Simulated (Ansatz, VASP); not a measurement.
## WSe2 in VASP and in Ansatz

```
W Se
1.0
    -3.27115    0.00000    0.00000
    -1.63558   -2.83290    0.00000
     0.00000    0.00000   12.92067
W Se
2 4
Direct
  0.33333 0.33333 0.76741
  0.66667 0.66667 0.25580
  0.33333 0.33333 0.12625
  0.66667 0.66667 0.63786
  0.33333 0.33333 0.38536
  0.66667 0.66667 0.89697
```

Alike in both runs: task single point; functional PBEsol; k mesh 9 × 9 × 2; occupations gaussian, width 0.05 eV; no spin polarisation.

```csv
,VASP,Ansatz
version,VASP 6.6.1,Ansatz 0.2.0
potentials or method,"VASP PAW PBE potentials, release 64 (W_sv, Se)","scalar-relativistic, plane waves, PAW"
plane-wave cutoff (eV),520,420
valence electrons in the cell,52,92
```

|  | VASP | Ansatz | Ansatz less VASP |
| --- | --- | --- | --- |
| gap on the k mesh at the Fermi level (eV) | 1.00 | 1.00 | +0.005 |
| least direct gap on the mesh (eV) | 1.57 | 1.57 | +0.004 |
| pressure (GPa) | 0.8 | 0.3 | -0.43 |
| largest component of the traceless stress (GPa) | 0.54 | 0.44 | -0.099 |
| rms of the force components (eV/Å) | 0.027 | 0.032 | +0.0046 |

Atom by atom the forces differ by 0.029 eV/Å (rms over components). The two sets of potentials don't hold the same shells in valence.

Caveats: the PAW data sets were made with another functional, which shifts forces and pressure a little (VASP); spin-orbit coupling is left out, which moves the levels of the heavy elements; an odd mesh through Γ misses points on the zone boundary, where band edges often lie; this functional lacks dispersion, which binds the layers, so the pressure and a relaxed spacing across them are unreliable.
